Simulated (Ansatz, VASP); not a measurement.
**La: VASP beside Ansatz**

```
CELL_PARAMETERS angstrom
3.57773 0.00000 0.00000
-1.78887 3.09841 0.00000
0.00000 0.00000 5.90181
ATOMIC_POSITIONS crystal
La 0.33333 0.66667 0.25000
La 0.66667 0.33333 0.75000
```

Alike in both runs: task relaxation of cell and atoms; functional LDA; k mesh 13 × 13 × 7; occupations fermi-dirac, width 0.05 eV; no spin polarisation.

|  | VASP | Ansatz |
| --- | --- | --- |
| version | VASP 6.6.1 | Ansatz 0.2.0 |
| potentials or method | VASP PAW LDA potentials, release 64 (La), cutoff 600 eV | all-electron LAPW, non-relativistic |

|  | VASP | Ansatz | Ansatz less VASP |
| --- | --- | --- | --- |
| relaxed volume (Å³/atom) | 32.56 | 23.81 | -8.756 |
| relaxed cell length with the largest relative difference (Å) | 3.572 | 3.186 | -0.3854 |
| energy change over the relaxation (meV/atom) | 0 | -236 | -236.0 |

One of these differences is far larger than is usual between the two programs; its cause wasn't traced. Ansatz ran all-electron here, so the differences hold the error of VASP's frozen core and of both bases.

Spin-orbit coupling is left out, which matters for the levels of La.
